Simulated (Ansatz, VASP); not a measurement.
# Two plane-wave programs on In

The input POSCAR:

```
In
1.0
   -1.8825252400      1.8825252400      1.8825252400
    1.8825252400     -1.8825252400      1.8825252400
    1.8825252400      1.8825252400     -1.8825252400
In
1
Direct
    0.0000000000      0.0000000000      0.0000000000
```

INCAR.step1

```
SYSTEM = In
ALGO = Normal
EDIFF = 1E-4
ENCUT = 520
GGA = PE
ISMEAR = -1
LASPH = .True.
LCHARG = .False.
LREAL = .False.
LWAVE = .True.
NBANDS = 12
NELM = 60
PREC = Accurate
SIGMA = 0.05
```

INCAR.step2

```
SYSTEM = In
ALGO = Normal
EDIFF = 1E-7
ENCUT = 520
ISIF = 2
ISMEAR = -1
ISTART = 1
LASPH = .True.
LCHARG = .True.
LELF = .True.
LMIXTAU = .True.
LREAL = .False.
LVHAR = .True.
LWAVE = .False.
METAGGA = R2SCAN
NBANDS = 12
NELM = 60
PREC = Accurate
SIGMA = 0.05
```

File KPOINTS:

```
k-points
0
Gamma
  6 6 6
  0 0 0
```

The input input.yaml:

```yaml
crystal:
  lattice:
    - [-1.88252524, 1.88252524, 1.88252524]
    - [1.88252524, -1.88252524, 1.88252524]
    - [1.88252524, 1.88252524, -1.88252524]
  atoms:
    - { symbol: In, position: [0.0, 0.0, 0.0] }
hamiltonian:
  xc: r2scan
  pseudopotentials: { kind: paw }
kpoints:
  mp_grid: { grid: [6, 6, 6] }
  band_path:
    path:
      - [[0.0, 0.0, 0.0], [0.5, -0.5, 0.5], [0.0, 0.0, 0.5], [0.0, 0.0, 0.0], [0.25, 0.25, 0.25], [0.5, -0.5, 0.5]]
      - [[0.25, 0.25, 0.25], [0.0, 0.0, 0.5]]
    npoints: 14
scf:
  occupations: { method: fermi_dirac, width: 0.05 }
  n_extra_bands: 6
output:
  forces: true
  stress: true
  eigenvalues: true
  fatbands: false
```

This isn't the form of In at room conditions, which is tetragonal.

Alike in both runs: functional r2SCAN; k mesh 6 × 6 × 6; occupations fermi-dirac, width 0.05 eV; no spin polarisation.

```csv
,VASP,Ansatz
version,VASP 6.6.1,Ansatz 0.2.0
potentials or method,"VASP PAW PBE potentials, release 64 (In_d)",Ansatz PAW
plane-wave cutoff (eV),520,500
valence electrons in the cell,13,13
task,single point,band structure
```

```tsv
	VASP	Ansatz	Ansatz less VASP
gap on the k mesh at the Fermi level (eV)	none	none	-
pressure (GPa)	-0.9	-0.9	-0.03
```

A gap of «none» marks a metal or a gap that the smearing closes.

Caveats: the k mesh is coarse (spacing up to 0.39 Å⁻¹), so the values aren't converged; the PAW data sets were made with another functional, which shifts forces and pressure a little (VASP); spin-orbit coupling is left out, which moves the levels of the heavy elements (Ansatz); the PAW data sets come from PBE, with cores solved anew for the run's functional, which leaves a small shift of forces and pressure (Ansatz).
